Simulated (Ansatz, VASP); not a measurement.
# LiH: VASP beside Ansatz

File POSCAR:

```
LiH
1.0
    2.5016587118      0.0000000000      0.0000000000
    0.0000000000      2.5016587118      0.0000000000
    0.0000000000      0.0000000000      2.6440030925
Li H
1 1
Direct
    0.0000000000      0.0000000000      0.0000000000
    0.5000000000      0.5000000000      0.5000000000
```

INCAR.step1

```
SYSTEM = LiH
  ALGO = Normal
  EDIFF = 1E-5
  ENCUT = 520
  GGA = PE
  ISIF = 2
  ISMEAR = 0
  LASPH = .TRUE.
  LCHARG = .FALSE.
  LREAL = .FALSE.
  LWAVE = .TRUE.
  NBANDS = 9
  NELM = 100
  PREC = Accurate
  SIGMA = 0.01
```

The input INCAR.step2:

```
SYSTEM = LiH
  ALGO = Normal
  EDIFF = 1E-6
  ENCUT = 520
  GGA = PE
  HFSCREEN = 0.2079
  ISIF = 2
  ISMEAR = 0
  ISTART = 1
  LASPH = .TRUE.
  LCHARG = .FALSE.
  LHFCALC = .TRUE.
  LREAL = .FALSE.
  LWAVE = .FALSE.
  NBANDS = 9
  NELM = 100
  PREC = Accurate
  PRECFOCK = Normal
  SIGMA = 0.01
```

Contents of KPOINTS:

```
k-points
0
G
  8 8 8
  0 0 0
```

Input for Ansatz:

```yaml
crystal:
  lattice:
    - [2.5016587118, 0.0, 0.0]
    - [0.0, 2.5016587118, 0.0]
    - [0.0, 0.0, 2.6440030925]
  atoms:
    - { symbol: Li, position: [0.0, 0.0, 0.0] }
    - { symbol: H, position: [0.5, 0.5, 0.5] }
kpoints:
  mp_grid: { grid: [8, 8, 8] }
  band_path:
    path: [[0.0, 0.0, 0.0], [0.0, 0.5, 0.0], [0.5, 0.5, 0.0], [0.5, 0.5, 0.5]]
    npoints: 1
hamiltonian:
  xc: hse06
scf:
  occupations: { method: fixed }
  n_extra_bands: 4
output:
  forces: true
  stress: true
  eigenvalues: true
```

Change from the starting cell: uniaxial_z strain +5.7%.

Alike in both runs: task single point; functional HSE06; k mesh 8 × 8 × 8; no spin polarisation.

|  | VASP | Ansatz |
| --- | --- | --- |
| version | VASP 6.6.1 | Ansatz 0.2.0 |
| potentials or method | VASP PAW PBE potentials, release 64 (Li_sv, H) | plane waves, PAW |
| plane-wave cutoff (eV) | 520 | 420 |
| occupations | gaussian, width 0.01 eV | fixed |
| valence electrons in the cell | 4 | 4 |

```tsv
	VASP	Ansatz	Ansatz less VASP
gap on the k mesh at the Fermi level (eV)	1.00	0.98	-0.023
```

Ansatz warned: «stress_exchange_threshold_loose».

 A k mesh can miss the band edges.
